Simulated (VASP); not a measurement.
# SnSe2 in VASP: a series of runs, part 2 of 2

VASP 6.6.1. The steps go on from the part before.

## 3. Single point, LDA

Input file INCAR:

```
SYSTEM = SnSe2
PREC     = Accurate       ! precision mode
ENCUT    = 550            ! plane-wave cutoff, eV
EDIFF    = 1E-7           ! SCF threshold, eV
ISMEAR   = 0              ! smearing method
SIGMA    = 0.05           ! smearing width, eV
LREAL    = .False.        ! projectors in reciprocal space
LASPH    = .True.         ! aspherical terms in the spheres
NELM     = 100            ! most SCF steps
ALGO     = Normal         ! electronic algorithm
ISIF     = 2              ! what is computed and relaxed
LWAVE    = .False.        ! write WAVECAR
LCHARG   = .False.        ! write CHGCAR
NBANDS   = 20             ! bands
ADDGRID  = .False.
```

Input file KPOINTS:

```
regular mesh
0
Gamma
  4 4 2
  0 0 0
```

Input file POSCAR:

```
SnSe2
1.0
    3.8110000000      0.0000000000      0.0000000000
   -1.9055000000      3.3004228138      0.0000000000
    0.0000000000      0.0000000000      6.1360000000
Sn Se
1 2
Direct
    0.0255860000      0.0074750000      0.0043360000
    0.6613810000      0.3516810000      0.7467700000
    0.3595740000      0.6870860000      0.2661230000
```

Potentials or basis: VASP PAW LDA potentials, release 64 (Sn_d, Se).

Launch:

```sh
cat potpaw_LDA.64/Sn_d/POTCAR potpaw_LDA.64/Se/POTCAR > POTCAR
mpirun -np 1 vasp_std > vasp.out
```

OUTCAR:

```text
SYSTEM = SnSe2
   PREC = Accurate
   ENCUT = 550
   EDIFF = 1E-7
   ISMEAR = 0
   LREAL = .False.
   LASPH = .True.
   NELM = 100
   ISIF = 2

 Found     20 irreducible k-points:

 Following reciprocal coordinates:
            Coordinates               Weight
  0.000000  0.000000  0.000000      1.000000
  0.250000 -0.000000  0.000000      2.000000
  0.000000  0.250000  0.000000      2.000000
 -0.250000  0.250000  0.000000      2.000000
  0.500000 -0.000000  0.000000      1.000000
  0.000000  0.500000  0.000000      1.000000
   k-points           NKPTS =     20   k-points in BZ     NKDIM =     20   number of bands    NBANDS=     20
   number of dos      NEDOS =    301   number of ions     NIONS =      3
   total plane-waves  NPLWV =  43200
   dimension x,y,z NGX =    30 NGY =   30 NGZ =   48
   dimension x,y,z NGXF=    60 NGYF=   60 NGZF=   96
   ions per type =               1   2
   NGX,Y,Z   is equivalent  to a cutoff of  13.09, 13.09, 13.00 a.u.
   NGXF,Y,Z  is equivalent  to a cutoff of  26.17, 26.17, 26.01 a.u.
 SYSTEM =  SnSe2
   PREC   = accura    normal or accurate (medium, high low for compatibility)
   ISTART =      0    job   : 0-new  1-cont  2-samecut
   ICHARG =      2    charge: 1-file 2-atom 10-const
   ISPIN  =      1    spin polarized calculation?
   LNONCOLLINEAR =      F non collinear calculations
   LSORBIT =      F    spin-orbit coupling
   LASPH  =      T    aspherical Exc in radial PAW
   ENCUT  =  550.0 eV  40.42 Ry    6.36 a.u.   7.29  7.29 11.73*2*pi/ulx,y,z
   NELM   =    100;   NELMIN=  2; NELMDL= -5     # of ELM steps
   EDIFF  = 0.1E-06   stopping-criterion for ELM
   LREAL  =      F    real-space projection
   EDIFFG = 0.1E-05   stopping-criterion for IOM
   NSW    =      0    number of steps for IOM
   IBRION =     -1    ionic relax: 0-MD 1-quasi-New 2-CG
   NFREE  =      0    steps in history (QN), initial steepest desc. (CG)
   ISIF   =      2    stress and relaxation
   ISYM   =      2    0-nonsym 1-usesym 2-fastsym
   POTIM  = 0.5000    time-step for ionic-motion
   TEBEG  =    0.0;   TEEND  =   0.0 temperature during run
   PSTRESS=    0.0 pullay stress
   NELECT =      26.0000    total number of electrons
   NUPDOWN=      -1.0000    fix difference up-down
   EMIN   =  10.00;   EMAX   =-10.00  energy-range for DOS
   EFERMI =   0.00;   METHOD = LEGACY
   ISMEAR =     0;   SIGMA  =   0.05  broadening in eV -4-tet -1-fermi 0-gaus
   EFERMI_NEDOS =   21; number of points for ismear=-14 and -15
   IALGO  =     38    algorithm
   IMIX   =      4    mixing-type and parameters
     AMIX     =   0.40;   BMIX     =  1.00
     AMIX_MAG =   1.60;   BMIX_MAG =  1.00
  volume/ion in A,a.u.               =      25.73       173.61
  Fermi-wavevector in a.u.,A,eV,Ry     =   1.139116  2.152617 17.654722  1.297585
  Thomas-Fermi vector in A             =   2.275820
   LORBIT       =      0    0 simple, 1 ext, 2 COOP (PROOUT), +10 PAW based schemes
   GGA     = CA    functional components
   LHFCALC =     F    Hartree Fock is set to
   AEXX    =    0.0000 exact exchange contribution
   IVDW    =     0    specifies the selected vdW correction
   LEPSILON=     F    determine dielectric tensor
   LRPA    =     F    only Hartree local field effects (RPA)
 non-spin polarized calculation
 Gauss-broadening in eV      SIGMA  =   0.05
  energy-cutoff  :      550.00
  volume of cell :       77.18
 maximum number of plane-waves:      2297
 NGX is ok and might be reduce to    30

 number of electron      26.0000001 magnetization

 Free energy of the ion-electron system (eV)
  ---------------------------------------------------
  ext. energy  EPLUGINS =         0.00000000
  ---------------------------------------------------
  free energy    TOTEN  =       -13.63993774 eV

  energy without entropy =      -13.63993774  energy(sigma->0) =      -13.63993774

 E-fermi :   4.3686     XC(G=0):  -9.8202

 val. band max:        4.1302478743   @ k =   0.2500  -0.0000   0.0000
 cond. band min:       4.5991384142   @ k =   0.5000   0.5000   0.5000
 fundamental gap:      0.4688905399
 Fermi energy:         4.3686462205

 k-point     1 :       0.0000    0.0000    0.0000
  band No.  band energies     occupation
      1     -17.0587      2.00000
      2     -17.0546      2.00000
      3     -17.0202      2.00000
      4     -17.0068      2.00000
      5     -17.0055      2.00000
      6      -9.7415      2.00000
[... 12 lines left out ...]
     19      13.0739      0.00000
     20      13.2569      0.00000

 k-point     2 :       0.2500   -0.0000    0.0000
  band No.  band energies     occupation
      1     -17.0854      2.00000
      2     -17.0391      2.00000
      3     -17.0215      2.00000
      4     -17.0009      2.00000
      5     -16.9980      2.00000
      6      -9.1545      2.00000
[... 12 lines left out ...]
     19      12.1965      0.00000
     20      13.7645      0.00000

 k-point     3 :       0.0000    0.2500    0.0000
  band No.  band energies     occupation
      1     -17.0811      2.00000
      2     -17.0428      2.00000
      3     -17.0195      2.00000
      4     -17.0037      2.00000
      5     -16.9974      2.00000
      6      -9.1529      2.00000
[... 12 lines left out ...]
     19      12.2848      0.00000
     20      13.6441      0.00000

 k-point     4 :      -0.2500    0.2500    0.0000
  band No.  band energies     occupation
      1     -17.0804      2.00000
      2     -17.0423      2.00000
      3     -17.0187      2.00000
      4     -17.0047      2.00000
      5     -16.9980      2.00000
      6      -9.1560      2.00000
[... 12 lines left out ...]
     19      12.3494      0.00000
     20      13.5362      0.00000

 k-point     5 :       0.5000   -0.0000    0.0000
  band No.  band energies     occupation
      1     -17.1147      2.00000
      2     -17.0347      2.00000
      3     -17.0313      2.00000
      4     -16.9837      2.00000
      5     -16.9792      2.00000
      6      -8.1751      2.00000
[... 12 lines left out ...]
     19      13.9741      0.00000
     20      14.9509      0.00000

 k-point     6 :       0.0000    0.5000    0.0000
  band No.  band energies     occupation
      1     -17.1095      2.00000
      2     -17.0380      2.00000
      3     -17.0293      2.00000
      4     -16.9876      2.00000
      5     -16.9785      2.00000
      6      -8.1295      2.00000
[... 12 lines left out ...]
     19      13.9800      0.00000
     20      14.8363      0.00000

 [... further k-points ...]

------------------------ aborting loop because EDIFF is reached ----------------------------------------

  FORCE on cell =-STRESS in cart. coord.  units (eV):
  Direction    XX          YY          ZZ          XY          YZ          ZX
  --------------------------------------------------------------------------------------
  -------------------------------------------------------------------------------------
  Total       -0.0494790     -0.0844567     -1.0758881      0.0935932     -0.1080720     -0.5228413
  in kB       -1.0271584     -1.7532782    -22.3348890      1.9429465     -2.2435193    -10.8539199
  external PRESSURE =      -8.3717752 kB  Pullay stress =       0.0000000 kB

 VOLUME and BASIS-vectors are now :
 -----------------------------------------------------------------------------
  energy-cutoff  :      550.00
  volume of cell :       77.18
      direct lattice vectors                 reciprocal lattice vectors
     3.811000000  0.000000000  0.000000000     0.262398321  0.151495741  0.000000000
    -1.905500000  3.300422814  0.000000000     0.000000000  0.302991482  0.000000000
     0.000000000  0.000000000  6.136000000     0.000000000  0.000000000  0.162972621

 POSITION                                       TOTAL-FORCE (eV/Angst)
 -----------------------------------------------------------------------------------
      0.08326      0.02467      0.02661        -0.371422      0.110118      0.272809
      1.85039      1.16070      4.58218         0.409696     -0.019358      0.002040
      0.06109      2.26767      1.63293        -0.038273     -0.090760     -0.274849
 -----------------------------------------------------------------------------------
    total drift:                                0.000036     -0.000012      0.000153

  FREE ENERGIE OF THE ION-ELECTRON SYSTEM (eV)
  ---------------------------------------------------
  free  energy   TOTEN  =       -13.6399377407 eV

  energy  without entropy=      -13.6399377407  energy(sigma->0) =      -13.63993774
```

Wall time 18 s (1 thread of Intel Xeon 6975P-C (Granite Rapids), shared host); peak memory 0.18 GiB.

The run converged, but some of its settings lie outside the range that counts as converged, so its numbers aren't taken as properties of the crystal.

Results:

```yaml
Free_energy: -13.6399 eV
Pressure: -0.8 GPa
Largest_force: 0.474 eV/Å
Band_gap_on_the_k_mesh: 0.47 eV, indirect (least direct gap 0.85 eV)
```

Caveat: the k mesh is coarse (spacing up to 0.51 Å⁻¹), so the values aren't converged; spin-orbit coupling is left out, which moves the levels of the heavy elements.

## 4. The reference run

An earlier run on the cell as given: functional PBEsol; potentials or basis VASP PAW PBE potentials, release 64 (Sn_d, Se); cutoff 520 eV; k mesh 8 × 8 × 5; occupations fermi-dirac, width 0.05 eV; no spin polarisation.

- Pressure: 2.6 GPa
- Largest force: 0.622 eV/Å
- Band gap on the k mesh: 0.73 eV, indirect (least direct gap 1.00 eV)
